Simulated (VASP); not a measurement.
# GaN (P6_3mc) in VASP: settings compared, part 2 of 2

VASP 6.6.1.

**6. Relaxation of cell and atoms, PBE**

INCAR reads:

```
SYSTEM = GaN
PREC = Accurate ; ENCUT = 600
EDIFF = 1E-6 ; ISMEAR = 0
SIGMA = 0.03 ; LREAL = .FALSE.
LASPH = .TRUE. ; NELM = 80
ALGO = Normal ; ISIF = 3
LWAVE = .FALSE. ; LCHARG = .FALSE.
GGA = PE ; IBRION = 2
NSW = 90 ; EDIFFG = -0.01
```

KPOINTS reads:

```
regular mesh
0
G
  12 12 5
  0 0 0
```

POSCAR reads:

```
GaN
1.0
    3.1800000000      0.0000000000      0.0000000000
   -1.5900000000      2.7539607840      0.0000000000
    0.0000000000      0.0000000000      5.1660000000
Ga N
2 2
Direct
    0.3333333333      0.6666666667      0.0000000000
    0.6666666667      0.3333333333      0.5000000000
    0.3333333333      0.6666666667      0.3750000000
    0.6666666667      0.3333333333      0.8750000000
```

Potentials or basis: VASP PAW PBE potentials, release 64 (Ga_d, N).

Run with:

```bash
$ cat potpaw_PBE.64/Ga_d/POTCAR potpaw_PBE.64/N/POTCAR > POTCAR
$ mpirun -np 1 vasp_std > vasp.out
```

OUTCAR:

```text
SYSTEM = GaN
   PREC = Accurate
   ENCUT = 600
   EDIFF = 1E-6
   ISMEAR = 0
   LREAL = .FALSE.
   LASPH = .TRUE.
   NELM = 80
   ISIF = 3
   GGA = PE
   IBRION = 2
   NSW = 90
   EDIFFG = -0.01

 ion  position               nearest neighbor table
   1  0.333  0.667  0.000-   3 1.94   4 1.95   4 1.95   4 1.95
   2  0.667  0.333  0.500-   4 1.94   3 1.95   3 1.95   3 1.95
   3  0.333  0.667  0.375-   1 1.94   2 1.95   2 1.95   2 1.95
   4  0.667  0.333  0.875-   2 1.94   1 1.95   1 1.95   1 1.95

  LATTYP: Found a hexagonal cell.
 ALAT       =     3.1800000000
 C/A-ratio  =     1.6245283019

  Lattice vectors:

 A1 = (   3.1800000000,   0.0000000000,   0.0000000000)
 A2 = (  -1.5900000000,   2.7539607840,   0.0000000000)
 A3 = (   0.0000000000,   0.0000000000,   5.1660000000)

Analysis of symmetry for initial positions (statically):
=====================================================================
 Subroutine PRICEL returns:
 Original cell was already a primitive cell.

 Routine SETGRP: Setting up the symmetry group for a
 hexagonal supercell.

 Subroutine GETGRP returns: Found 12 space group operations
 (whereof  6 operations were pure point group operations)
 out of a pool of 24 trial point group operations.

The static configuration has the point symmetry C_3v.
 The point group associated with its full space group is C_6v.

Analysis of symmetry for dynamics (positions and initial velocities):
=====================================================================
 Subroutine PRICEL returns:
 Original cell was already a primitive cell.

 Routine SETGRP: Setting up the symmetry group for a
[... 128 lines left out ...]
   IALGO  =     38    algorithm
   IMIX   =      4    mixing-type and parameters
     AMIX     =   0.40;   BMIX     =  1.00
     AMIX_MAG =   1.60;   BMIX_MAG =  1.00
  volume/ion in A,a.u.               =      11.31        76.33
  Fermi-wavevector in a.u.,A,eV,Ry     =   1.517036  2.866782 31.312427  2.301398
  Thomas-Fermi vector in A             =   2.626345
   LORBIT       =      0    0 simple, 1 ext, 2 COOP (PROOUT), +10 PAW based schemes
   GGA     = PE    functional components
   LHFCALC =     F    Hartree Fock is set to
   AEXX    =    0.0000 exact exchange contribution
   IVDW    =     0    specifies the selected vdW correction
   LEPSILON=     F    determine dielectric tensor
   LRPA    =     F    only Hartree local field effects (RPA)
 conjugate gradient relaxation of ions
 non-spin polarized calculation
 Gauss-broadening in eV      SIGMA  =   0.03
  energy-cutoff  :      600.00
  volume of cell :       45.24
 maximum number of plane-waves:      1529
 NGX is ok and might be reduce to    28
   NGX = 13   NGY = 13   NGZ = 21

--------------------------------------- Ionic step        1  -------------------------------------------

 number of electron      35.9999995 magnetization

 Free energy of the ion-electron system (eV)
  ---------------------------------------------------
  ext. energy  EPLUGINS =         0.00000000
  ---------------------------------------------------
  free energy    TOTEN  =       -24.28804515 eV

  energy without entropy =      -24.28804515  energy(sigma->0) =      -24.28804515

------------------------ aborting loop because EDIFF is reached ----------------------------------------

  FORCE on cell =-STRESS in cart. coord.  units (eV):
  Direction    XX          YY          ZZ          XY          YZ          ZX
  --------------------------------------------------------------------------------------
  -------------------------------------------------------------------------------------
  Total        1.8205718      1.8205718      2.4334264      0.0000000      0.0000000      0.0000000
  in kB       64.4731853     64.4731853     86.1766334      0.0000000      0.0000000      0.0000000
  external PRESSURE =      71.7076680 kB  Pullay stress =       0.0000000 kB
[... 139 lines left out ...]
--------------------------------------- Ionic step        5  -------------------------------------------

 number of electron      36.0000002 magnetization

 Free energy of the ion-electron system (eV)
  ---------------------------------------------------
  ext. energy  EPLUGINS =         0.00000000
  ---------------------------------------------------
  free energy    TOTEN  =       -24.32829573 eV

  energy without entropy =      -24.32829573  energy(sigma->0) =      -24.32829573

 E-fermi :   5.1958     XC(G=0): -11.5190

 val. band max:        5.0178106811   @ k =   0.0000   0.0000   0.0000
 cond. band min:       6.7357145790   @ k =   0.0000   0.0000   0.0000
 fundamental gap:      1.7179038979
 Fermi energy:         5.1957534250

 k-point     1 :       0.0000    0.0000    0.0000
  band No.  band energies     occupation
      1     -10.7255      2.00000
      2      -9.8997      2.00000
      3      -8.4056      2.00000
      4      -8.3906      2.00000
      5      -8.3906      2.00000
      6      -8.3347      2.00000
[... 589 lines left out ...]
     21      11.9650      0.00000
     22      13.0427      0.00000

 [... further k-points ...]
[... 5 lines left out ...]
  --------------------------------------------------------------------------------------
  -------------------------------------------------------------------------------------
  Total        0.0276367      0.0276367      0.0264826      0.0000000      0.0000000     -0.0000000
  in kB        0.9421180      0.9421180      0.9027758      0.0000000      0.0000000     -0.0000000
  external PRESSURE =       0.9290039 kB  Pullay stress =       0.0000000 kB
[... 19 lines left out ...]
  FREE ENERGIE OF THE ION-ELECTRON SYSTEM (eV)
  ---------------------------------------------------
  free  energy   TOTEN  =       -24.3282957324 eV

  energy  without entropy=      -24.3282957324  energy(sigma->0) =      -24.32829573

 reached required accuracy - stopping structural energy minimisation
```

CONTCAR:

```text
GaN
   1.00000000000000
     3.2171485522999070    0.0000000000000000    0.0000000000000000
    -1.6085742761499535    2.7861323740043238   -0.0000000000000000
    -0.0000000000000000   -0.0000000000000000    5.2434746824193166
  Ga              N
     2     2
Direct
     0.3333333332999970    0.6666666667000030    0.9992400812562294
     0.6666666667000030    0.3333333332999970    0.4992400812562295
     0.3333333332999970    0.6666666667000030    0.3757599187437705
     0.6666666667000030    0.3333333332999970    0.8757599187437706

  0.00000000E+00  0.00000000E+00  0.00000000E+00
  0.00000000E+00  0.00000000E+00  0.00000000E+00
  0.00000000E+00  0.00000000E+00  0.00000000E+00
  0.00000000E+00  0.00000000E+00  0.00000000E+00
```

Run time: 3.7 min. Hardware: 1 thread of Intel Xeon Platinum 8259CL at 2.50GHz (Skylake/Cascade Lake), shared host; peak memory 0.22 GiB.

What came out:

| Property | Result |
| --- | --- |
| Free energy | -24.3283 eV |
| Relaxed volume | 11.75 Å³/atom |
| Relaxed cell | a = 3.217 Å, b = 3.217 Å, c = 5.243 Å, α = 90.00°, β = 90.00°, γ = 120.00° |
| Space group after relaxing (to 0.05 Å) | P6_3mc (No. 186) |
| Energy gained by relaxing | 10.1 meV/atom |
| Ionic steps | 5 |
| Pressure after relaxing | 0.1 GPa |
| Largest force after relaxing | 0.007 eV/Å |
| Band gap on the k mesh | 1.72 eV, direct |

Forces in eV/Å, atoms in the order of the input:
```
Ga   0.000  0.000 -0.007
Ga   0.000  0.000 -0.007
N    0.000  0.000  0.007
N    0.000  0.000  0.007
```

The path:
```
step  energy change (eV)  largest force (eV/Å)  pressure (GPa)  volume (Å³)
   1              0.0000                0.1346            7.17        45.24
   2             -0.0118                0.0620           -5.27        48.64
   3             -0.0402                0.0105           -0.03        47.03
   4             -0.0402                0.0127            0.13        47.00
   5             -0.0403                0.0073            0.09        47.00
```

Final structure:
```cif
data_structure
_symmetry_space_group_name_H-M 'P 1'
_symmetry_Int_Tables_number 1
_cell_length_a 3.2171
_cell_length_b 3.2171
_cell_length_c 5.2435
_cell_angle_alpha 90.000
_cell_angle_beta 90.000
_cell_angle_gamma 120.000
_cell_volume 47.00
loop_
_atom_site_label
_atom_site_type_symbol
_atom_site_fract_x
_atom_site_fract_y
_atom_site_fract_z
_atom_site_occupancy
Ga1 Ga 0.33333 0.66667 0.99924 1
Ga2 Ga 0.66667 0.33333 0.49924 1
N1 N 0.33333 0.66667 0.37576 1
N2 N 0.66667 0.33333 0.87576 1
```

A hybrid or GW would open this gap; PBE tends to underestimate it. Zero-point motion and thermal expansion aren't in these numbers.

**7. Summary**

```tsv
level	potentials or basis	gap on the mesh (eV)	pressure (GPa)	relaxed volume (Å³/atom)
LDA	VASP PAW LDA potentials, release 64 (Ga_d, N)	2.11	0.0	11.11
PBEsol	VASP PAW PBE potentials, release 64 (Ga_d, N)	1.91	0.0	11.35
PBE	VASP PAW PBE potentials, release 64 (Ga_d, N)	1.72	0.1	11.75
```

Alike in all rows: task relaxation of cell and atoms; no spin polarisation; cell relaxed; k mesh 12 × 12 × 5; cutoff (eV) 600; smearing gaussian 0.03 eV.

Caveats: the PAW data sets were made with another functional, which shifts forces and pressure a little (some runs).

Absolute energies hang on the potentials; compare differences alone.
